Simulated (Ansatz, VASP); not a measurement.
**One calculation of HfO2, two programs**

The input INCAR:

```
SYSTEM = HfO2
PREC     = Accurate       ! precision mode
ENCUT    = 520            ! plane-wave cutoff, eV
EDIFF    = 1E-7           ! SCF threshold, eV
ISMEAR   = 0              ! smearing method
SIGMA    = 0.05           ! smearing width, eV
LREAL    = .FALSE.        ! projectors in reciprocal space
LASPH    = .TRUE.         ! aspherical terms in the spheres
NELM     = 60             ! most SCF steps
ALGO     = Normal         ! electronic algorithm
ISIF     = 2              ! what is computed and relaxed
LWAVE    = .FALSE.        ! write WAVECAR
LCHARG   = .FALSE.        ! write CHGCAR
GGA      = PS             ! functional
NBANDS   = 18             ! bands
```

Contents of KPOINTS:

```
regular mesh
0
G
  8 8 8
  0 0 0
```

Contents of POSCAR:

```
HfO2
1.0
    0.0000000000      2.5442778265      2.5442778265
    2.5442778265      0.0000000000      2.5442778265
    2.5442778265      2.5442778265      0.0000000000
Hf O
1 2
Direct
    0.0000000000      0.0000000000      0.0000000000
    0.2500000000      0.2500000000      0.2500000000
    0.7500000000      0.7500000000      0.7500000000
```

Input for Ansatz:

```yaml
crystal:
  lattice:
    - [0.0, 2.5442778265, 2.5442778265]
    - [2.5442778265, 0.0, 2.5442778265]
    - [2.5442778265, 2.5442778265, 0.0]
  atoms:
    - { symbol: Hf, position: [0.0, 0.0, 0.0] }
    - { symbol: O, position: [0.25, 0.25, 0.25] }
    - { symbol: O, position: [0.75, 0.75, 0.75] }
basis:
  ecutwfc: 520.0
kpoints:
  mp_grid: { grid: [8, 8, 8] }
hamiltonian:
  xc: pbesol
  pseudopotentials: { kind: paw, azcp: { folder: soft_1 } }
scf:
  occupations: { method: gaussian, width: 0.05 }
output:
  forces: true
  stress: true
  eigenvalues: true
```

Alike in both runs: task single point; functional PBEsol; k mesh 8 × 8 × 8; occupations gaussian, width 0.05 eV; no spin polarisation.

|  | VASP | Ansatz |
| --- | --- | --- |
| version | VASP 6.6.1 | Ansatz 0.2.0 |
| potentials or method | VASP PAW PBE potentials, release 64 (Hf_pv, O) | scalar-relativistic, plane waves, PAW |
| plane-wave cutoff (eV) | 520 | 520 |
| valence electrons in the cell | 22 | 38 |

```csv
,VASP,Ansatz,Ansatz less VASP
gap on the k mesh at the Fermi level (eV),3.64,3.63,-0.014
least direct gap on the mesh (eV),3.64,3.63,-0.014
pressure (GPa),-10.1,-6.6,+3.55
```

The two sets of potentials don't hold the same shells in valence. Ansatz warned: «pseudo_functional_mismatch».

Caveats: the PAW data sets were made with another functional, which shifts forces and pressure a little (VASP); spin-orbit coupling is left out, which moves the levels of the heavy elements. A k mesh can miss the band edges.
